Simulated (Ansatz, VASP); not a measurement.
## GaP: VASP beside Ansatz

```
CELL_PARAMETERS angstrom
0.00000 2.72525 2.72525
2.72525 0.00000 2.72525
2.72525 2.72525 0.00000
ATOMIC_POSITIONS crystal
Ga 0.00000 0.00000 0.00000
P 0.75000 0.75000 0.75000
```

Alike in both runs: task relaxation of cell and atoms; functional revPBE; dispersion D3(BJ); k mesh 8 × 8 × 8; occupations fermi-dirac, width 0.05 eV; no spin polarisation.

```csv
,VASP,Ansatz
version,VASP 6.6.1,Ansatz 0.2.0
potentials or method,"VASP PAW PBE potentials, release 64 (Ga_d, P), cutoff 600 eV","all-electron LAPW, scalar-relativistic"
```

```csv
,VASP,Ansatz,Ansatz less VASP
relaxed volume (Å³/atom),19.86,19.89,+0.025
relaxed cell length with the largest relative difference (Å),3.830,3.832,+0.0016
energy change over the relaxation (meV/atom),-2,-2,+0.2
```

Ansatz ran all-electron here, so the differences hold the error of VASP's frozen core and of both bases.

Caveats: the PAW data sets were made with another functional, which shifts forces and pressure a little (VASP). A k mesh can miss the band edges.
